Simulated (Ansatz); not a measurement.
**Structure relaxation of AlNi**

Computed with DFT r2SCAN, scalar-relativistic, plane waves, PAW (Ansatz 0.2.0).

The start is a database structure of AlNi, space group C2/m (No. 12).

The final relaxation ran on this input, with the default PAW datasets:

```yaml
crystal:
  lattice:
    - [2.300681, -1.39468, 0.0]
    - [2.300681, 1.39468, 0.0]
    - [-1.356451, 0.0, 3.880838]
  atoms:
    - { symbol: Al, position: [0.0, 0.0, 0.0] }
    - { symbol: Ni, position: [0.5, 0.5, 0.5] }
basis:
  ecutwfc: 500
kpoints:
  mp_grid: { grid: [24, 24, 14] }
hamiltonian:
  xc: r2scan
scf:
  occupations: { method: gaussian, width: 0.1 }
output:
  forces: true
  stress: true
  eigenvalues: true
relax:
  adjacent_minimum: "off"
  f_tol: 0.01
  max_steps: 80
  cell: { stress_tol: 0.05 }
```

Launched as:

```bash
ansatz run input.yaml --threads 1 --pin off --max-ram 3072MiB --backend cpu --events-out ev --progress --plain --runs-dir out
```

The run took 13 min on 1 thread of Arm Neoverse V2, with other jobs on the host, peak memory 1.2 GiB.

The program printed at the end:

```
SCF converged after 6 iterations
Free energy (F): -6386.508813 eV
Harris-Foulkes:  -6386.508813 eV  (|F-HF|=1.64e-11)
Internal energy: -6386.505243 eV  (E = F + TS)
E sigma→0 (E₀):  -6386.507028 eV
Entropy (-TS):   -0.003570 eV (-1.785 meV/atom)
Fermi energy:    13.310478 eV
--- Per-component energies (eV) ---
  E_band       = -367.246930
  E_kinetic    = 309.989158
  E_local      = -4681.036109  (includes V_loc(G=0)·N_el)
  E_nonlocal   = 652.155154
  E_hartree    = 2030.658048
  E_xc         = -116.706889
  E_vxc        = -150.181439  (∫ρ·V_xc dr)
  E_paw        = -2120.432077  (= ΣΔE_a)
  E_vpaw       = -569.740392  (= ΣTr[D̂ρ^β])
  E_aug_tail   = 0.000236  (compensation charges beyond the density's cutoff)
  E_vtau       = 10.250545  (kinetic-family band-sum trace: ∫τ·v_τ [+ j·A + Jᵃ·Aᵃ] dr)
  E_ewald      = -2460.772588
  E_core_change = -0.360177  (= ΣΔE_core)
  E_smearing   = -0.003570  (= −TS)
  E_closure    = 0.000000  (closes the sum)
  Σ components = -6386.508813   (vs F -6386.508813, Δ=0.00e0)
--- Forces (eV/Å), atoms counted from 1 ---
  atom   1  Al     0.00000000     0.00000000     0.00000000
  atom   2  Ni     0.00000000     0.00000000     0.00000000
  max |Σ_I F_I| component: 9.86e-32 eV/Å
--- Stress (GPa, compression-positive) ---
       -0.007982       0.000000      -0.015922
        0.000000      -0.020032       0.000000
       -0.015924       0.000000       0.000019
  P = ⅓ Tr σ = -0.0093 GPa (-0.093 kbar)
--- Relaxed structure (6 steps of the walk, 6 accepted, 1 SCFs on fresh bases) ---
  F+E_penalty+E_count = -6386.50881268 eV   max|allowed force component| = 4.930e-32 eV/Å   (the final SCF, on the basis selected at the relaxed cell)
  cell:  # Å, volume = 24.4092 Å³
    - [2.333719, -1.348901, -0.052748]
    - [2.333719, 1.348901, -0.052748]
    - [-1.464906, 0.000000, 3.910108]
  atoms:
    - { symbol: Al, position: [0.000000, 0.000000, 0.000000] }
    - { symbol: Ni, position: [0.5, 0.5, 0.5] }
```

Absolute energies hang on the potentials; compare differences alone.

The result has space group R-3m (No. 166). Al has 6 Ni at 2.49 Å and 6 Al at 2.70 Å; around Ni lie 6 Al at 2.49 Å and 6 Ni at 2.70 Å.

Against the elements it lies at -0.40 eV/atom. The zero of energy is the elements' standard structures at the same level; no fitted shifts are applied.

The k mesh leaves about 4 meV/atom of noise in metals.

Symmetry constrained the relaxation, so the result can be a saddle point.